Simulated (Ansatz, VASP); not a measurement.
**CaO: VASP beside Ansatz**

The input INCAR:

```
SYSTEM = CaO
ALGO = Normal
EDIFF = 1E-7
EDIFFG = -0.04
ENCUT = 600
GGA = PE
IBRION = 2
ISIF = 3
ISMEAR = 0
LASPH = .True.
LCHARG = .False.
LREAL = .False.
LWAVE = .False.
NELM = 80
NSW = 90
PREC = Accurate
SIGMA = 0.1
```

File KPOINTS:

```
k-points
0
Gamma
  6 6 6
  0 0 0
```

The input POSCAR:

```
CaO
1.0
    3.2456635600      0.0000000000      0.0000000000
    0.0000000000      3.2456635600      0.0000000000
    0.0000000000      0.0000000000      3.2456635600
Ca O
1 1
Direct
    0.0000000000      0.0000000000      0.0000000000
    0.5000000000      0.5000000000      0.5000000000
```

Input for Ansatz:

```yaml
crystal:
  lattice:
    - [3.24566356, 0.0, 0.0]
    - [0.0, 3.24566356, 0.0]
    - [0.0, 0.0, 3.24566356]
  atoms:
    - { symbol: Ca, position: [0.0, 0.0, 0.0] }
    - { symbol: O, position: [0.5, 0.5, 0.5] }
basis:
  ecutwfc: 420
kpoints:
  mp_grid: { grid: [6, 6, 6] }
hamiltonian:
  xc: pbe
scf:
  occupations: { method: gaussian, width: 0.1 }
  lower_state_search: "off"
output:
  forces: true
  stress: true
  eigenvalues: true
relax:
  adjacent_minimum: "off"
  f_tol: 0.04
  max_steps: 70
  cell: { stress_tol: 0.4 }
```

Change from the starting cell: species swapped into the HoIn type (Pm-3m, No. 221).

Alike in both runs: task relaxation of cell and atoms; functional PBE; k mesh 6 × 6 × 6; occupations gaussian, width 0.1 eV; no spin polarisation.

|  | VASP | Ansatz |
| --- | --- | --- |
| version | VASP 6.6.1 | Ansatz 0.2.0 |
| potentials or method | VASP PAW PBE potentials, release 64 (Ca_sv, O) | scalar-relativistic, plane waves, PAW |
| plane-wave cutoff (eV) | 600 | 420 |
| valence electrons in the cell | 16 | 16 |

VASP gave:

- gap on the k mesh at the Fermi level, each at its own relaxed structure (eV): 2.77
- relaxed volume (Å³/atom): 12.71
- relaxed cell length with the largest relative difference (Å): 2.940
- energy change over the relaxation (meV/atom): -302

**Question.** Estimate Ansatz's values.

**Answer.** gap on the k mesh at the Fermi level, each at its own relaxed structure (eV): 2.78; relaxed volume (Å³/atom): 12.63; relaxed cell length with the largest relative difference (Å): 2.934; energy change over the relaxation (meV/atom): -307.

Caveats: the volume moved by over 15 % at a fixed basis, so the end points are rough (VASP). A k mesh can miss the band edges.
